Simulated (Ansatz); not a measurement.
# Cd (fcc): from the first guess to the electronic structure

What volume does Cd (fcc) take, and is it a metal or an insulator at this level? The pressure is brought towards zero step by step, and the electronic structure follows. The run doesn't test whether this is the element's stable form.

Computed with Ansatz 0.2.0 (DFT r²SCAN, scalar-relativistic, plane waves, PAW (the target; the first runs use scalar-relativistic PBE), unless a step's input says otherwise).

## 1. Starting point

The structure is cubic, space group Fm-3m (No. 225). The conventional cell has a = 4.422 Å, b = 4.422 Å, c = 4.422 Å, α = 90.00°, β = 90.00°, γ = 90.00°. Cd (site symmetry m-3m) is surrounded by 12 Cd at 3.13 Å.

As a file:

```cif
data_structure
_symmetry_space_group_name_H-M 'Fm-3m'
_symmetry_Int_Tables_number 225
_cell_length_a 4.4216
_cell_length_b 4.4216
_cell_length_c 4.4216
_cell_angle_alpha 90.000
_cell_angle_beta 90.000
_cell_angle_gamma 90.000
_cell_volume 86.45
loop_
_atom_site_label
_atom_site_type_symbol
_atom_site_symmetry_multiplicity
_atom_site_Wyckoff_symbol
_atom_site_fract_x
_atom_site_fract_y
_atom_site_fract_z
_atom_site_occupancy
Cd1 Cd 4 a 0.00000 0.00000 0.00000 1
```

## 2. The first run (PBE, 8×8×8 mesh)

Contents of input.yaml:

```yaml
crystal:
  lattice:
    - [0.0, 2.2108213405, 2.2108213405]
    - [2.2108213405, 0.0, 2.2108213405]
    - [2.2108213405, 2.2108213405, 0.0]
  atoms:
    - { symbol: Cd, position: [0.0, 0.0, 0.0] }
basis:
  ecutwfc: 420
  ecutrho_ratio: 4
kpoints:
  mp_grid: { grid: [8, 8, 8] }
hamiltonian:
  xc: pbe
scf:
  occupations: { method: gaussian, width: 0.05 }
output:
  forces: true
  stress: true
  eigenvalues: true
```

The program printed (excerpt; [...] marks lines left out):

```text
Warning: RAYON_NUM_THREADS=2 ignored (pool sized by the plan → 2); use --threads N
[...]
Pseudopotentials: kind: paw
Pseudopotential: Cd, paw, valence charge 20, recommended cutoff 420 eV (normal), Cd.paw.azcp
Functional definition: PBE
[...]
Crystal: 1 atoms, lattice volume = 21.612 Å³
Basis set: ecut = 420 eV, 411 PW (Γ), exchange–correlation on 48×48×48 points (8 copies of the dense FFT grid, shifted against one another)
Bands: 14, of which v1, the nominal top of the filled ones, is band 10 counted from 1 (9 counted from 0)
Symmetry: 48 space group operations
Space group: Fm-3m (ITA 225), of the structure as read, at distance tolerance 2.8e-5 Å
k-points: 29 of 512
[...]
SCF iter   1: F=—  HF=-8254.431046 eV  |F-HF|=—  |Δ(HF+E_count)|=         —  Δρ=6.56e-4  dr2=6.01e-5  ethr=1.77e-3  ⟨swp⟩=5.4  Hψ=2078  notcnv=0
[...]
SCF iter   6: F=-8254.431219 eV  HF=-8254.431219 eV  |F-HF|=4.55e-11  |Δ(HF+E_count)|=  4.40e-10  Δρ=5.20e-7  dr2=4.84e-11  ethr=6.11e-12  ⟨swp⟩=1.9  Hψ=1161  notcnv=0
[...]
SCF converged after 6 iterations
Free energy (F): -8254.431219 eV
[...]
E sigma→0 (E₀):  -8254.430961 eV
Entropy (-TS):   -0.000516 eV (-0.516 meV/atom)
Fermi energy:    14.335359 eV
[...]
--- Forces (eV/Å), atoms counted from 1 ---
  atom   1  Cd    -0.00000000    -0.00000000    -0.00000000
[...]
--- Stress (GPa, compression-positive) ---
        2.797295       0.000000      -0.000000
        0.000000       2.797295      -0.000000
       -0.000000       0.000000       2.797295
  P = ⅓ Tr σ = 2.7973 GPa (27.973 kbar)
--- Band table (eV; the first three rows and the last of 29) ---
  k-point 0: bands = ["-88.3734", "-49.4054", "-49.4054", "-49.4054", "5.4683", "5.4683", "5.4683", "5.7678", "5.9329", "5.9329", "27.8332", "29.3733", "29.3733", "29.3733"]
[...]
```

Wall time 0.55 s (2 threads of an Arm CPU, shared host); peak memory 0.25 GiB.

In short: volume 21.612 Å³/atom, pressure 2.80 GPa, metallic.

## 3. Volume 22.015 Å³/atom (PBE, 8×8×8 mesh)

Changes to input.yaml since step 2:

```diff
@@ -2,5 +2,5 @@
   lattice:
-    - [0.0, 2.2108213405, 2.2108213405]
-    - [2.2108213405, 0.0, 2.2108213405]
-    - [2.2108213405, 2.2108213405, 0.0]
+    - [0.0, 2.2244797175, 2.2244797175]
+    - [2.2244797175, 0.0, 2.2244797175]
+    - [2.2244797175, 2.2244797175, 0.0]
   atoms:
```

The program printed (excerpt; [...] marks lines left out):

```text
Warning: RAYON_NUM_THREADS=2 ignored (pool sized by the plan → 2); use --threads N
[...]
[... 3 set-up lines as earlier in the session ...]
[...]
Crystal: 1 atoms, lattice volume = 22.015 Å³
Basis set: ecut = 420 eV, 411 PW (Γ), exchange–correlation on 48×48×48 points (8 copies of the dense FFT grid, shifted against one another)
Bands: 14, of which v1, the nominal top of the filled ones, is band 10 counted from 1 (9 counted from 0)
[... 2 set-up lines as earlier in the session ...]
k-points: 29 of 512
[...]
SCF iter   1: F=—  HF=-8254.436752 eV  |F-HF|=—  |Δ(HF+E_count)|=         —  Δρ=6.07e-4  dr2=5.09e-5  ethr=1.77e-3  ⟨swp⟩=5.5  Hψ=2081  notcnv=0
[...]
SCF iter   6: F=-8254.436925 eV  HF=-8254.436925 eV  |F-HF|=3.64e-11  |Δ(HF+E_count)|=  3.24e-10  Δρ=4.80e-7  dr2=3.84e-11  ethr=4.49e-12  ⟨swp⟩=1.7  Hψ=1179  notcnv=0
[...]
SCF converged after 6 iterations
Free energy (F): -8254.436925 eV
[...]
E sigma→0 (E₀):  -8254.436656 eV
Entropy (-TS):   -0.000538 eV (-0.538 meV/atom)
Fermi energy:    13.975597 eV
[...]
--- Forces (eV/Å), atoms counted from 1 ---
  atom   1  Cd    -0.00000000    -0.00000000     0.00000000
[...]
--- Stress (GPa, compression-positive) ---
        1.773895       0.000000      -0.000000
        0.000000       1.773895      -0.000000
       -0.000000       0.000000       1.773895
  P = ⅓ Tr σ = 1.7739 GPa (17.739 kbar)
--- Band table (eV; the first three rows and the last of 29) ---
  k-point 0: bands = ["-88.6846", "-49.7183", "-49.7183", "-49.7183", "5.1700", "5.1700", "5.1700", "5.5571", "5.6162", "5.6162", "27.4467", "28.8636", "28.8636", "28.8636"]
[...]
```

Run time: 0.88 s. Hardware: 2 threads of an Arm CPU, shared host; peak memory 0.25 GiB.

In short: volume 22.015 Å³/atom, pressure 1.77 GPa, a metal on this mesh.

## 4. Volume 22.826 Å³/atom (PBE, 8×8×8 mesh)

Changes to input.yaml since step 3:

```diff
@@ -2,5 +2,5 @@
   lattice:
-    - [0.0, 2.2244797175, 2.2244797175]
-    - [2.2244797175, 0.0, 2.2244797175]
-    - [2.2244797175, 2.2244797175, 0.0]
+    - [0.0, 2.2514759564, 2.2514759564]
+    - [2.2514759564, 0.0, 2.2514759564]
+    - [2.2514759564, 2.2514759564, 0.0]
   atoms:
```

The program printed (excerpt; [...] marks lines left out):

```text
Warning: RAYON_NUM_THREADS=2 ignored (pool sized by the plan → 2); use --threads N
[...]
[... 3 set-up lines as earlier in the session ...]
[...]
Crystal: 1 atoms, lattice volume = 22.826 Å³
Basis set: ecut = 420 eV, 459 PW (Γ), exchange–correlation on 48×48×48 points (8 copies of the dense FFT grid, shifted against one another)
Bands: 14, of which v1, the nominal top of the filled ones, is band 10 counted from 1 (9 counted from 0)
[... 2 set-up lines as earlier in the session ...]
k-points: 29 of 512
[...]
SCF iter   1: F=—  HF=-8254.441229 eV  |F-HF|=—  |Δ(HF+E_count)|=         —  Δρ=5.08e-4  dr2=3.30e-5  ethr=1.77e-3  ⟨swp⟩=5.5  Hψ=2091  notcnv=0
[...]
SCF iter   6: F=-8254.441397 eV  HF=-8254.441397 eV  |F-HF|=1.64e-11  |Δ(HF+E_count)|=  2.07e-10  Δρ=3.57e-7  dr2=1.73e-11  ethr=2.42e-12  ⟨swp⟩=1.3  Hψ=1246  notcnv=0
[...]
SCF converged after 6 iterations
Free energy (F): -8254.441397 eV
[...]
E sigma→0 (E₀):  -8254.441071 eV
Entropy (-TS):   -0.000652 eV (-0.652 meV/atom)
Fermi energy:    13.296845 eV
[...]
--- Forces (eV/Å), atoms counted from 1 ---
  atom   1  Cd    -0.00000000     0.00000000    -0.00000000
[...]
--- Stress (GPa, compression-positive) ---
        0.057172      -0.000000      -0.000000
       -0.000000       0.057172      -0.000000
        0.000000       0.000000       0.057172
  P = ⅓ Tr σ = 0.0572 GPa (0.572 kbar)
--- Band table (eV; the first three rows and the last of 29) ---
  k-point 0: bands = ["-89.2789", "-50.3154", "-50.3154", "-50.3154", "4.5996", "4.5996", "4.5996", "5.0117", "5.0117", "5.1571", "26.7015", "27.8803", "27.8803", "27.8803"]
[...]
```

Wall time 1 s (2 threads of an Arm CPU, shared host); peak memory 0.26 GiB.

Result: volume 22.826 Å³/atom, pressure 0.06 GPa, metallic.

## 5. First run at r²SCAN

Changes to input.yaml since step 4:

```diff
@@ -8,8 +8,8 @@
 basis:
-  ecutwfc: 420
+  ecutwfc: 500
   ecutrho_ratio: 4
 kpoints:
-  mp_grid: { grid: [8, 8, 8] }
+  mp_grid: { grid: [16, 16, 16] }
 hamiltonian:
-  xc: pbe
+  xc: r2scan
 scf:
```

The program printed (excerpt; [...] marks lines left out):

```text
Warning: RAYON_NUM_THREADS=2 ignored (pool sized by the plan → 2); use --threads N
[...]
[... 1 set-up line as earlier in the session ...]
Pseudopotential: Cd, paw, valence charge 20, recommended cutoff 500 eV (meta_gga), Cd.paw.azcp
Functional definition: r2SCAN
[...]
Crystal: 1 atoms, lattice volume = 22.826 Å³
Basis set: ecut = 500 eV, 561 PW (Γ), exchange–correlation on 96×96×96 points (64 copies of the dense FFT grid, shifted against one another)
Bands: 14, of which v1, the nominal top of the filled ones, is band 10 counted from 1 (9 counted from 0)
[... 2 set-up lines as earlier in the session ...]
k-points: 145 of 4096
[...]
SCF iter   1: F=—  HF=-8268.141517 eV  |F-HF|=—  |Δ(HF+E_count)|=         —  Δρ=6.01e-3  dr2=4.68e-3  dr2_τ=5.61e-3  ethr=1.77e-3  ⟨swp⟩=5.4  Hψ=10566  notcnv=0
[...]
SCF iter   6: F=-8268.144054 eV  HF=-8268.144054 eV  |F-HF|=1.86e-9  |Δ(HF+E_count)|=   1.16e-8  Δρ=2.08e-6  dr2=7.40e-10  dr2_τ=7.37e-11  ethr=2.34e-10  ⟨swp⟩=2.2  Hψ=6946  notcnv=0
[...]
SCF converged after 6 iterations
Free energy (F): -8268.144054 eV
[...]
E sigma→0 (E₀):  -8268.143706 eV
Entropy (-TS):   -0.000695 eV (-0.695 meV/atom)
Fermi energy:    13.575111 eV
[...]
--- Forces (eV/Å), atoms counted from 1 ---
  atom   1  Cd    -0.00000000     0.00000000     0.00000000
[...]
--- Stress (GPa, compression-positive) ---
       -2.145486      -0.000000      -0.000000
       -0.000000      -2.145486      -0.000000
       -0.000000      -0.000000      -2.145486
  P = ⅓ Tr σ = -2.1455 GPa (-21.455 kbar)
--- Band table (eV; the first three rows and the last of 145) ---
  k-point 0: bands = ["-92.3222", "-52.4417", "-52.4417", "-52.4417", "4.0798", "4.0798", "4.0798", "4.4957", "4.4957", "4.7866", "27.1015", "28.5398", "28.5398", "28.5398"]
[...]
```

It took 2.9 s on 2 threads of an Arm CPU, shared host; peak memory 0.37 GiB.

This gives: volume 22.826 Å³/atom, pressure -2.15 GPa, a metal on this mesh.

## 6. Stepping to 22.500 Å³/atom

Changes to input.yaml since step 5:

```diff
@@ -2,5 +2,5 @@
   lattice:
-    - [0.0, 2.2514759564, 2.2514759564]
-    - [2.2514759564, 0.0, 2.2514759564]
-    - [2.2514759564, 2.2514759564, 0.0]
+    - [0.0, 2.240689901, 2.240689901]
+    - [2.240689901, 0.0, 2.240689901]
+    - [2.240689901, 2.240689901, 0.0]
   atoms:
```

The program printed (excerpt; [...] marks lines left out):

```text
Warning: RAYON_NUM_THREADS=2 ignored (pool sized by the plan → 2); use --threads N
[...]
[... 3 set-up lines as earlier in the session ...]
[...]
Crystal: 1 atoms, lattice volume = 22.500 Å³
Basis set: ecut = 500 eV, 537 PW (Γ), exchange–correlation on 96×96×96 points (64 copies of the dense FFT grid, shifted against one another)
Bands: 14, of which v1, the nominal top of the filled ones, is band 10 counted from 1 (9 counted from 0)
[... 2 set-up lines as earlier in the session ...]
k-points: 145 of 4096
[...]
SCF iter   1: F=—  HF=-8268.145284 eV  |F-HF|=—  |Δ(HF+E_count)|=         —  Δρ=6.06e-3  dr2=4.72e-3  dr2_τ=5.68e-3  ethr=1.77e-3  ⟨swp⟩=5.5  Hψ=10579  notcnv=0
[...]
SCF iter   6: F=-8268.147835 eV  HF=-8268.147835 eV  |F-HF|=1.94e-9  |Δ(HF+E_count)|=   9.45e-9  Δρ=2.42e-6  dr2=1.04e-9  dr2_τ=6.63e-11  ethr=1.99e-10  ⟨swp⟩=2.2  Hψ=6775  notcnv=0
[...]
SCF converged after 6 iterations
Free energy (F): -8268.147835 eV
[...]
E sigma→0 (E₀):  -8268.147474 eV
Entropy (-TS):   -0.000723 eV (-0.723 meV/atom)
Fermi energy:    13.839158 eV
[...]
--- Forces (eV/Å), atoms counted from 1 ---
  atom   1  Cd    -0.00000000     0.00000000    -0.00000000
[...]
--- Stress (GPa, compression-positive) ---
       -1.562360      -0.000000      -0.000000
        0.000000      -1.562360      -0.000000
       -0.000000      -0.000000      -1.562360
  P = ⅓ Tr σ = -1.5624 GPa (-15.624 kbar)
--- Band table (eV; the first three rows and the last of 145) ---
  k-point 0: bands = ["-92.0889", "-52.2071", "-52.2071", "-52.2071", "4.3039", "4.3039", "4.3039", "4.7334", "4.7334", "4.9389", "27.3945", "28.9332", "28.9332", "28.9332"]
[...]
```

It took 3.8 s on 2 threads of an Arm CPU, shared host; peak memory 0.37 GiB.

Result: volume 22.500 Å³/atom, pressure -1.56 GPa, a metal on this mesh.

## 7. Volume 21.736 Å³/atom

Changes to input.yaml since step 6:

```diff
@@ -2,5 +2,5 @@
   lattice:
-    - [0.0, 2.240689901, 2.240689901]
-    - [2.240689901, 0.0, 2.240689901]
-    - [2.240689901, 2.240689901, 0.0]
+    - [0.0, 2.2150364798, 2.2150364798]
+    - [2.2150364798, 0.0, 2.2150364798]
+    - [2.2150364798, 2.2150364798, 0.0]
   atoms:
```

The program printed (excerpt; [...] marks lines left out):

```text
Warning: RAYON_NUM_THREADS=2 ignored (pool sized by the plan → 2); use --threads N
[...]
[... 3 set-up lines as earlier in the session ...]
[...]
Crystal: 1 atoms, lattice volume = 21.736 Å³
Basis set: ecut = 500 eV, 537 PW (Γ), exchange–correlation on 96×96×96 points (64 copies of the dense FFT grid, shifted against one another)
Bands: 14, of which v1, the nominal top of the filled ones, is band 10 counted from 1 (9 counted from 0)
[... 2 set-up lines as earlier in the session ...]
k-points: 145 of 4096
[...]
SCF iter   1: F=—  HF=-8268.148891 eV  |F-HF|=—  |Δ(HF+E_count)|=         —  Δρ=6.19e-3  dr2=4.73e-3  dr2_τ=5.86e-3  ethr=1.77e-3  ⟨swp⟩=5.4  Hψ=10582  notcnv=0
[...]
SCF iter   6: F=-8268.151573 eV  HF=-8268.151573 eV  |F-HF|=2.86e-9  |Δ(HF+E_count)|=   7.48e-9  Δρ=4.33e-6  dr2=2.51e-9  dr2_τ=1.32e-10  ethr=2.77e-10  ⟨swp⟩=2.2  Hψ=7047  notcnv=0
[...]
SCF converged after 6 iterations
Free energy (F): -8268.151573 eV
[...]
E sigma→0 (E₀):  -8268.151222 eV
Entropy (-TS):   -0.000703 eV (-0.703 meV/atom)
Fermi energy:    14.504014 eV
[...]
--- Forces (eV/Å), atoms counted from 1 ---
  atom   1  Cd    -0.00000000     0.00000000     0.00000000
[...]
--- Stress (GPa, compression-positive) ---
        0.078061       0.000000       0.000000
        0.000000       0.078061       0.000000
        0.000000      -0.000000       0.078061
  P = ⅓ Tr σ = 0.0781 GPa (0.781 kbar)
--- Band table (eV; the first three rows and the last of 145) ---
  k-point 0: bands = ["-91.5165", "-51.6314", "-51.6314", "-51.6314", "4.8529", "4.8529", "4.8529", "5.3147", "5.3164", "5.3164", "28.1095", "29.8886", "29.8886", "29.8886"]
[...]
```

Run time: 3.3 s. Hardware: 2 threads of an Arm CPU, shared host; peak memory 0.37 GiB.

In short: volume 21.736 Å³/atom, pressure 0.08 GPa, no gap.

## 8. Stepping to 21.769 Å³/atom

Changes to input.yaml since step 7:

```diff
@@ -2,5 +2,5 @@
   lattice:
-    - [0.0, 2.2150364798, 2.2150364798]
-    - [2.2150364798, 0.0, 2.2150364798]
-    - [2.2150364798, 2.2150364798, 0.0]
+    - [0.0, 2.2161647261, 2.2161647261]
+    - [2.2161647261, 0.0, 2.2161647261]
+    - [2.2161647261, 2.2161647261, 0.0]
   atoms:
```

The program printed (excerpt; [...] marks lines left out):

```text
Warning: RAYON_NUM_THREADS=2 ignored (pool sized by the plan → 2); use --threads N
[...]
[... 3 set-up lines as earlier in the session ...]
[...]
Crystal: 1 atoms, lattice volume = 21.769 Å³
Basis set: ecut = 500 eV, 537 PW (Γ), exchange–correlation on 96×96×96 points (64 copies of the dense FFT grid, shifted against one another)
Bands: 14, of which v1, the nominal top of the filled ones, is band 10 counted from 1 (9 counted from 0)
[... 2 set-up lines as earlier in the session ...]
k-points: 145 of 4096
[...]
SCF iter   1: F=—  HF=-8268.148902 eV  |F-HF|=—  |Δ(HF+E_count)|=         —  Δρ=6.18e-3  dr2=4.73e-3  dr2_τ=5.85e-3  ethr=1.77e-3  ⟨swp⟩=5.4  Hψ=10593  notcnv=0
[...]
SCF iter   6: F=-8268.151583 eV  HF=-8268.151583 eV  |F-HF|=1.93e-9  |Δ(HF+E_count)|=   9.50e-9  Δρ=4.48e-6  dr2=2.79e-9  dr2_τ=1.33e-10  ethr=2.14e-10  ⟨swp⟩=2.2  Hψ=7026  notcnv=0
[...]
SCF converged after 6 iterations
Free energy (F): -8268.151583 eV
[...]
E sigma→0 (E₀):  -8268.151232 eV
Entropy (-TS):   -0.000702 eV (-0.702 meV/atom)
Fermi energy:    14.473654 eV
[...]
--- Forces (eV/Å), atoms counted from 1 ---
  atom   1  Cd    -0.00000000     0.00000000    -0.00000000
[...]
--- Stress (GPa, compression-positive) ---
       -0.003753      -0.000000       0.000000
       -0.000000      -0.003753       0.000000
        0.000000       0.000000      -0.003753
  P = ⅓ Tr σ = -0.0038 GPa (-0.038 kbar)
--- Band table (eV; the first three rows and the last of 145) ---
  k-point 0: bands = ["-91.5422", "-51.6573", "-51.6573", "-51.6573", "4.8282", "4.8282", "4.8282", "5.2902", "5.2902", "5.2977", "28.0774", "29.8460", "29.8460", "29.8460"]
[...]
```

Wall time 3.1 s (2 threads of an Arm CPU, shared host); peak memory 0.37 GiB.

Result: volume 21.769 Å³/atom, pressure 0.00 GPa, a metal on this mesh.

## 9. The way to zero pressure

| step | level | mesh | relaxed | volume (Å³/atom) | pressure (GPa) |
| --- | --- | --- | --- | --- | --- |
| 2 | PBE | 8×8×8 | nothing | 21.612 | 2.80 |
| 3 | PBE | 8×8×8 | nothing | 22.015 | 1.77 |
| 4 | PBE | 8×8×8 | nothing | 22.826 | 0.06 |
| 5 | r²SCAN | 16×16×16 | nothing | 22.826 | -2.15 |
| 6 | r²SCAN | 16×16×16 | nothing | 22.500 | -1.56 |
| 7 | r²SCAN | 16×16×16 | nothing | 21.736 | 0.08 |
| 8 | r²SCAN | 16×16×16 | nothing | 21.769 | 0.00 |

The cell before and after:

| cell as typed | before | after | change |
| --- | --- | --- | --- |
| a (Å) | 3.127 | 3.134 | +0.2 % |
| b (Å) | 3.127 | 3.134 | +0.2 % |
| c (Å) | 3.127 | 3.134 | +0.2 % |
| volume (Å³/atom) | 21.612 | 21.769 | +0.7 % |
| shortest distance (Å) | 3.127 | 3.134 | +0.2 % |
| space group | Fm-3m | Fm-3m | same |

## 10. The electronic structure

Changes to input.yaml since step 8:

```diff
@@ -12,2 +12,7 @@
   mp_grid: { grid: [16, 16, 16] }
+  band_path:
+    path:
+      - [[0.0, 0.0, 0.0], [0.5, 0.0, 0.5], [0.625, 0.25, 0.625]]
+      - [[0.375, 0.375, 0.75], [0.0, 0.0, 0.0], [0.5, 0.5, 0.5], [0.5, 0.25, 0.75], [0.5, 0.0, 0.5]]
+    npoints: 14
 hamiltonian:
@@ -16,2 +21,3 @@
   occupations: { method: gaussian, width: 0.05 }
+  n_extra_bands: 10
 output:
@@ -20 +26,4 @@
   eigenvalues: true
+  populations: true
+  dos: { projected: true, de: 0.02, nscf_kmesh: { grid: [24, 24, 24] } }
+  bader: true
```

The program printed (excerpt; [...] marks lines left out):

```text
Warning: RAYON_NUM_THREADS=2 ignored (pool sized by the plan → 2); use --threads N
scf.n_extra_bands = 10 over 10 filled bands (N_el = 20.0): the run solves 20 bands
[...]
[... 3 set-up lines as earlier in the session ...]
[...]
Crystal: 1 atoms, lattice volume = 21.769 Å³
Basis set: ecut = 500 eV, 537 PW (Γ), exchange–correlation on 96×96×96 points (64 copies of the dense FFT grid, shifted against one another)
Bands: 20, of which v1, the nominal top of the filled ones, is band 10 counted from 1 (9 counted from 0)
[... 2 set-up lines as earlier in the session ...]
k-points: 145 of 4096
[...]
SCF converged after 6 iterations
Free energy (F): -8268.151583 eV
[...]
E sigma→0 (E₀):  -8268.151232 eV
Entropy (-TS):   -0.000702 eV (-0.702 meV/atom)
Fermi energy:    14.473652 eV
[...]
--- Forces (eV/Å), atoms counted from 1 ---
  atom   1  Cd    -0.00000000     0.00000000    -0.00000000
[...]
--- Stress (GPa, compression-positive) ---
       -0.003723       0.000000       0.000000
       -0.000000      -0.003723       0.000000
       -0.000000       0.000000      -0.003723
  P = ⅓ Tr σ = -0.0037 GPa (-0.037 kbar)
--- Band table (eV; the first three rows and the last of 145) ---
  k-point 0: bands = ["-91.5423", "-51.6573", "-51.6573", "-51.6573", "4.8282", "4.8282", "4.8282", "5.2902", "5.2902", "5.2977", "28.0774", "29.8460", "29.8460", "29.8460", "33.4983", "33.4983", "33.4983", "35.2160", "37.0714", "37.0714"]
[...]
--- Löwdin populations: 1 site ---
  site symbol       q [e]
     0     Cd     19.5027
  spilling = 0.024866 (of n_electrons = 20.000000)
--- Bader charges: 1 site ---
  site symbol  charge [e]  shift [e]
     0     Cd      0.0000     0.0000
  estimated error of the sums over rays = 3.9e-7 e
```

Wall time 11 s (2 threads of an Arm CPU, shared host); peak memory 0.41 GiB.

In short: volume 21.769 Å³/atom, pressure 0.00 GPa, metallic.

From the band file, the three levels under and over the Fermi level at the path's corners (eV, zero at the Fermi level):

| point | filled | empty |
| --- | --- | --- |
| Γ | -9.18 -9.18 -9.18 |  |
| X | -8.70 -8.70 -0.93 | 1.56 |
| U | -9.16 -9.04 -8.83 | 0.72 1.22 2.52 |
| K | -9.16 -9.04 -8.83 | 0.72 1.22 2.52 |
| L | -8.80 -2.45 -1.35 |  |
| W | -9.65 -9.12 -8.70 | 2.09 2.09 2.27 |

Empty levels over 7.0 eV are left out.

Bands that cross the Fermi level on the path (counted from 0), with the number of crossings: 9: 4, 10: 2.

Counts of states by energy window, in eV from the Fermi level:

| from | to | total | Cd 5s |
| --- | --- | --- | --- |
| -7 | -6 | 0.16 | 0.15 |
| -6 | -5 | 0.20 | 0.17 |
| -5 | -4 | 0.23 | 0.19 |
| -4 | -3 | 0.26 | 0.20 |
| -3 | -2 | 0.29 | 0.18 |
| -2 | -1 | 0.29 | 0.15 |
| -1 | 0 | 0.36 | 0.17 |
| 0 | 1 | 0.32 | 0.11 |
| 1 | 2 | 0.34 | 0.09 |
| 2 | 3 | 0.38 | 0.11 |
| 3 | 4 | 0.43 | 0.07 |
| 4 | 5 | 0.44 | 0.04 |
| 5 | 6 | 0.48 | 0.02 |

The projection uses the shells of the potentials' files: it has no valence p orbitals on Cd, so such weight is missing from the shares.

## 11. Summary of results

| quantity | value |
| --- | --- |
| space group | Fm-3m (No. 225) |
| conventional cell | a = 4.432 Å, b = 4.432 Å, c = 4.432 Å, α = 90.00°, β = 90.00°, γ = 90.00° |
| volume | 21.769 Å³/atom |
| pressure | 0.00 GPa |
| gap | none (metal) |
| states at the Fermi level | 0.36 per eV per cell |

In words: Over the 7 runs shown the cell moved from 21.61 to 21.77 Å³/atom, a change of +0.7 %, where the pressure is zero within 0.01 GPa. r²SCAN puts the volume about 5 % below the PBE estimate, which also had a coarser mesh. It comes out metallic.
